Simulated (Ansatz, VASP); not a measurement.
Al: VASP beside Ansatz

INCAR

```
  ALGO = Normal
  EDIFF = 1E-6
  ENCUT = 520
  ISIF = 2
  ISMEAR = 0
  LASPH = T
  LCHARG = F
  LREAL = F
  LWAVE = F
  NBANDS = 8
  NELM = 80
  PREC = Accurate
  SIGMA = 0.15
```

KPOINTS

```
k-points
0
Gamma
  20 20 20
```

Contents of POSCAR:

```
Al
1.0
    0.0000000000      1.9733805000      1.9227810000
    1.9733805000      0.0000000000      1.9227810000
    1.9733805000      1.9733805000      0.0000000000
Al
1
Direct
    0.0000000000      0.0000000000      0.0000000000
```

Input for Ansatz:

```yaml
crystal:
  lattice:
    - [0.0, 1.9733805, 1.922781]
    - [1.9733805, 0.0, 1.922781]
    - [1.9733805, 1.9733805, 0.0]
  atoms:
    - { symbol: Al, position: [0.0, 0.0, 0.0] }
basis:
  ecutwfc: 420
kpoints:
  mp_grid: { grid: [20, 20, 20] }
hamiltonian:
  xc: lda
scf:
  occupations: { method: gaussian, width: 0.15 }
output:
  forces: true
  stress: true
  eigenvalues: true
```

Change from the starting cell: strain -0.025 along x and y, -0.050 along z, atoms carried along.

Alike in both runs: task single point; functional LDA; k mesh 20 × 20 × 20; occupations gaussian, width 0.15 eV; no spin polarisation.

```csv
,VASP,Ansatz
version,VASP 6.6.1,Ansatz 0.2.0
potentials or method,"VASP PAW LDA potentials, release 64 (Al)","scalar-relativistic, plane waves, PAW"
plane-wave cutoff (eV),520,420
valence electrons in the cell,3,3
```

|  | VASP | Ansatz | Ansatz less VASP |
| --- | --- | --- | --- |
| gap on the k mesh at the Fermi level (eV) | none | none | - |
| pressure (GPa) | 5.2 | 5.1 | -0.12 |
| largest component of the traceless stress (GPa) | 0.86 | 0.85 | -0.007 |

A gap of «none» marks a metal or a gap that the smearing closes.
